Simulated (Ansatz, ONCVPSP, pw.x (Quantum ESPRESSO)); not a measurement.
**pw.x on diamond P: one setting changed**

Potential: optimised norm-conserving Vanderbilt (ONCV), ONCVPSP 4.0.1.1 (patched build), PBE; core [Ne], reference 3s2 3p3; waves: 3s: rc 1.60 bohr, ncon 4, nbas 8, qcut 4.8 1/bohr, 2 projectors, debl 2.5 Ha; 3p: rc 1.75 bohr, ncon 3, nbas 7, qcut 4.8 1/bohr, 2 projectors, debl 1.4 Ha; d scattering state at 0.03 Ha: rc 1.75 bohr, ncon 5, nbas 10, qcut 5.7 1/bohr, 1 projector; local part: polynomial inside 1.05 bohr (lpopt 5, dvloc0 4 Ha); core correction: Teter function fitted to the true core (icmod 2), fcfact 0.6.

The reference run (k-mesh 8³, cutoffs 50/200 Ry, Fermi–Dirac 0.01 Ry, mixing_beta 0.4, conv_thr 1e-9, no spin) gives -0.15 GPa at 20.949 Å³/atom, where all-electron LAPW gives -0.21 GPa. This run, with its own iteration cap, changes mixing_mode to local-TF.

```
&control
  calculation='scf', prefix='x', pseudo_dir='./', outdir='./tmp', tstress=.true., disk_io='none'
/
&system
  ibrav=0, nat=2, ntyp=1, ecutwfc=50, ecutrho=200, nbnd=12,
  occupations='smearing', smearing='fd', degauss=0.01
/
&electrons
  conv_thr=1e-09, mixing_beta=0.4, electron_maxstep=60, mixing_mode='local-TF'
/
ATOMIC_SPECIES
P 1.0 P.UPF
CELL_PARAMETERS angstrom
  0.00000000 2.75668895 2.75668895
  2.75668895 0.00000000 2.75668895
  2.75668895 2.75668895 0.00000000
ATOMIC_POSITIONS crystal
P 0.0000 0.0000 0.0000
P 0.2500 0.2500 0.2500
K_POINTS automatic
8 8 8 0 0 0
```

```bash
pw.x < P.scf.in > P.scf.out
```

How does the run end?

It converges in 7 iterations; the free energy moves by +0.0 meV/atom and the pressure by +0.00 GPa. The result is that of the reference run.

```
Message from routine setup:
     using ibrav=0 with symmetry is DISCOURAGED, use correct ibrav instead
     lattice parameter (alat)  =       7.3672  a.u.
     unit-cell volume          =     282.7417 (a.u.)^3
     number of electrons       =        10.00
     number of Kohn-Sham states=           12
     kinetic-energy cutoff     =      50.0000  Ry
     charge density cutoff     =     200.0000  Ry
     scf convergence threshold =      1.0E-09
     Exchange-correlation= PBE
     number of k points=    29  Fermi-Dirac smearing, width (Ry)=  0.0100
     iteration #  1     ecut=    50.00 Ry     beta= 0.40
     total energy              =     -32.89698568 Ry
     estimated scf accuracy    <       0.01638921 Ry
     iteration #  2     ecut=    50.00 Ry     beta= 0.40
     total energy              =     -32.89469964 Ry
     estimated scf accuracy    <       0.00821169 Ry
     iteration #  3     ecut=    50.00 Ry     beta= 0.40
     total energy              =     -32.89508147 Ry
     estimated scf accuracy    <       0.00004769 Ry
     iteration #  4     ecut=    50.00 Ry     beta= 0.40
     c_bands:  1 eigenvalues not converged
     total energy              =     -32.89509569 Ry
     estimated scf accuracy    <       0.00001125 Ry
     iteration #  5     ecut=    50.00 Ry     beta= 0.40
     total energy              =     -32.89509567 Ry
     estimated scf accuracy    <       0.00000167 Ry
     iteration #  6     ecut=    50.00 Ry     beta= 0.40
     total energy              =     -32.89509582 Ry
     estimated scf accuracy    <       0.00000002 Ry
     iteration #  7     ecut=    50.00 Ry     beta= 0.40
     the Fermi energy is     6.6737 ev
!    total energy              =     -32.89509584 Ry
     estimated scf accuracy    <          4.4E-10 Ry
     smearing contrib. (-TS)   =      -0.00744802 Ry
     The total energy is F=E-TS. E is the sum of the following terms:
     one-electron contribution =       3.95934456 Ry
     hartree contribution      =       2.54251927 Ry
     xc contribution           =     -13.53811148 Ry
     ewald contribution        =     -25.85140017 Ry
     convergence has been achieved in   7 iterations
          total   stress  (Ry/bohr**3)                   (kbar)     P=       -1.53
     Message from routine punch:
     Nothing written, as per user request (disk_io='none')
```

The run took about 17 s on one core of a shared host (Neoverse-N1, 64 threads, 124 GiB, load 56).
